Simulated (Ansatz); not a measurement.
# PtS2: energies, forces and stress near the listed structure

A set of self-consistent runs on PtS2 under moves of single atoms, random distortions, further strains and shifts, swapped elements, distortions that keep the symmetry, other functionals, to map its energy surface near the listed cell.

The COD entry's cell or inner coordinates are ideal or old and differ from later refinements, so a difference from it is no clean test against experiment.

Program: Ansatz 0.2.0. Level of theory: DFT PBE, scalar-relativistic, plane waves, PAW, unless a step's input says otherwise. These are calculated values, not measurements.

1 further run of the same task is left out (set aside as unsound or not needed).

## (1) The starting structure

It takes space group P-3m1 (No. 164, trigonal). The conventional cell has a = 3.543 Å, b = 3.543 Å, c = 5.039 Å, α = 90.00°, β = 90.00°, γ = 120.00°. Pt (site symmetry -3m) has 6 S at 2.40 Å as nearest neighbours. S (site symmetry 3m) is surrounded by 3 Pt at 2.40 Å.

Coordinates:

```xyz
3
Lattice="3.5432 0.0000 0.0000 -1.7716 3.0685 0.0000 0.0000 0.0000 5.0388" Properties=species:S:1:pos:R:3 pbc="T T T"
Pt    0.0000    0.0000    0.0000
S     0.0000    2.0457    1.2597
S     1.7716    1.0228    3.7791
```

The structure comes from the Crystallography Open Database.

## (2) Another functional, on a distorted cell: r2SCAN

Against the listed cell: strain xx, yy, zz, yz, xz, xy = -3.3, -3.3, -3.3, +0.0, +0.0, +0.0 %.

File input.yaml:

```yaml
crystal:
  lattice:
    - [3.4278683329, 0.0, 0.0]
    - [-1.7139341664, 2.9686210571, 0.0]
    - [0.0, 0.0, 4.87478706]
  atoms:
    - { symbol: Pt, position: [0.0, 0.0, 0.0] }
    - { symbol: S, position: [0.3333333333, 0.6666666667, 0.25] }
    - { symbol: S, position: [0.6666666667, 0.3333333333, 0.75] }
basis:
  ecutwfc: 500
kpoints:
  mp_grid: { grid: [12, 12, 8] }
hamiltonian:
  xc: r2scan
scf:
  occupations: { method: gaussian, width: 0.05 }
output:
  forces: true
  stress: true
  eigenvalues: true
```

On the command line:

```bash
$ ansatz run input.yaml --threads 1 --pin off --max-ram 1331MiB --backend cpu --events-out ev --progress --plain --runs-dir out
```

## (3) A change within the space group

File input.yaml:

```yaml
crystal:
  lattice:
    - [3.751114421, 0.0, 0.0]
    - [-1.8755572105, 3.2485603811, 0.0]
    - [0.0, 0.0, 5.032148784]
  atoms:
    - { symbol: Pt, position: [0.0, 0.0, 0.0] }
    - { symbol: S, position: [0.3333333333, 0.6666666667, 0.2354162316] }
    - { symbol: S, position: [0.6666666667, 0.3333333333, 0.7645837684] }
basis:
  ecutwfc: 420
kpoints:
  mp_grid: { grid: [12, 12, 8] }
hamiltonian:
  xc: pbe
scf:
  occupations: { method: gaussian, width: 0.05 }
output:
  forces: true
  stress: true
  eigenvalues: true
```

## (4) A distortion that keeps the symmetry

File input.yaml:

```yaml
crystal:
  lattice:
    - [3.6173586408, 0.0, 0.0]
    - [-1.8086793204, 3.1327244775, 0.0]
    - [0.0, 0.0, 5.068680084]
  atoms:
    - { symbol: Pt, position: [0.0, 0.0, 0.0] }
    - { symbol: S, position: [0.3333333333, 0.6666666667, 0.2427081158] }
    - { symbol: S, position: [0.6666666667, 0.3333333333, 0.7572918842] }
basis:
  ecutwfc: 420
kpoints:
  mp_grid: { grid: [12, 12, 8] }
hamiltonian:
  xc: pbe
scf:
  occupations: { method: gaussian, width: 0.05 }
output:
  forces: true
  stress: true
  eigenvalues: true
```

## (5) A single atom displaced

File input.yaml:

```yaml
crystal:
  lattice:
    - [3.5431994758, 0.0, 0.0]
    - [-1.7715997379, 3.0685007567, 0.0]
    - [0.0, 0.0, 5.0388]
  atoms:
    - { symbol: Pt, position: [0.0, 0.0, 0.0] }
    - { symbol: S, position: [0.3363424573, 0.6860344312, 0.2769270461] }
    - { symbol: S, position: [0.6666666667, 0.3333333333, 0.75] }
basis:
  ecutwfc: 420
kpoints:
  mp_grid: { grid: [12, 12, 8] }
hamiltonian:
  xc: pbe
scf:
  occupations: { method: gaussian, width: 0.05 }
output:
  forces: true
  stress: true
  eigenvalues: true
```

## (6) Substitution of an element, cell strained: Pt → W, first probe

File input.yaml:

```yaml
crystal:
  lattice:
    - [3.5820863563, 0.0, 0.0]
    - [-1.7910431781, 3.1021777831, 0.0]
    - [0.0, 0.0, 5.0151114653]
  atoms:
    - { symbol: W, position: [0.0, 0.0, 0.0] }
    - { symbol: S, position: [0.3333333333, 0.6666666667, 0.286459421] }
    - { symbol: S, position: [0.6666666667, 0.3333333333, 0.713540579] }
basis:
  ecutwfc: 420
kpoints:
  mp_grid: { grid: [6, 6, 4] }
hamiltonian:
  xc: pbe
scf:
  occupations: { method: gaussian, width: 0.1 }
output:
  forces: true
  stress: true
  eigenvalues: true
```

## (7) Substitution of an element, cell strained: Pt → W

input.yaml, as its differences from that of step 6:

```diff
@@ -12,3 +12,3 @@
 kpoints:
-  mp_grid: { grid: [6, 6, 4] }
+  mp_grid: { grid: [15, 15, 8] }
 hamiltonian:
```

## (8) One atom moved

File input.yaml:

```yaml
crystal:
  lattice:
    - [3.5431994758, 0.0, 0.0]
    - [-1.7715997379, 3.0685007567, 0.0]
    - [0.0, 0.0, 5.0388]
  atoms:
    - { symbol: Pt, position: [-0.0252899574, -0.0431741787, -0.0137155672] }
    - { symbol: S, position: [0.3333333333, 0.6666666667, 0.25] }
    - { symbol: S, position: [0.6666666667, 0.3333333333, 0.75] }
basis:
  ecutwfc: 420
kpoints:
  mp_grid: { grid: [12, 12, 8] }
hamiltonian:
  xc: pbe
scf:
  occupations: { method: gaussian, width: 0.05 }
output:
  forces: true
  stress: true
  eigenvalues: true
  populations: true
```

## (9) Random moves and strain, cell strained

File input.yaml:

```yaml
crystal:
  lattice:
    - [3.5847966376, 0.0034014715, -0.0025156716]
    - [-1.7894525581, 3.0855178756, -0.0097580819]
    - [-0.003577548, -0.018089292, 5.050842732]
  atoms:
    - { symbol: Pt, position: [0.0618080654, 0.0148443828, 0.0300726363] }
    - { symbol: S, position: [0.3122311605, 0.6367562944, 0.2730352465] }
    - { symbol: S, position: [0.6259624036, 0.3484025817, 0.6968921172] }
basis:
  ecutwfc: 420
kpoints:
  mp_grid: { grid: [12, 12, 8] }
hamiltonian:
  xc: pbe
scf:
  occupations: { method: gaussian, width: 0.05 }
output:
  forces: true
  stress: true
  eigenvalues: true
```

**Question.** What will these runs give? Wanted: for each run, case; energy; pressure; largest force.

The runs gave:

```
step                                               case  energy (meV/atom)  pressure (GPa)  largest force (eV/Å)  gap on the mesh (eV)
   2    another functional, on a distorted cell: r2SCAN                n/a            18.2                  0.91                  0.81
   3                    a change within the space group               +0.0            -8.0                  0.55                  0.43
   4               a distortion that keeps the symmetry              -47.4            -1.9                  0.39                  0.56
   5                            a single atom displaced              +11.6            -1.7                  1.59                  0.15
   7  substitution of an element, cell strained: Pt → W                n/a           -11.5                  1.32                  0.00
   8                                     one atom moved              +25.8             3.8                  2.57                  0.45
   9             random moves and strain, cell strained             +359.4            -4.4                  3.15                  0.00
```

Energies are counted from step 3, with the smearing taken to zero. Other atoms or functionals have another zero of energy (n/a). A gap of 0.00 means none on the mesh at this level.

Among the distorted cells of the listed formula and level the largest force, 3.15 eV/Å, acts on Pt1 in step 9. Among the distorted cells of the listed formula and level the gap runs from none (metal) to 0.56 eV. These runs have no spin-orbit coupling; with Pt, W it would split and shift bands.

These are semilocal Kohn-Sham gaps, which aren't the measured quantity. Such gaps usually fall short of the measured ones.
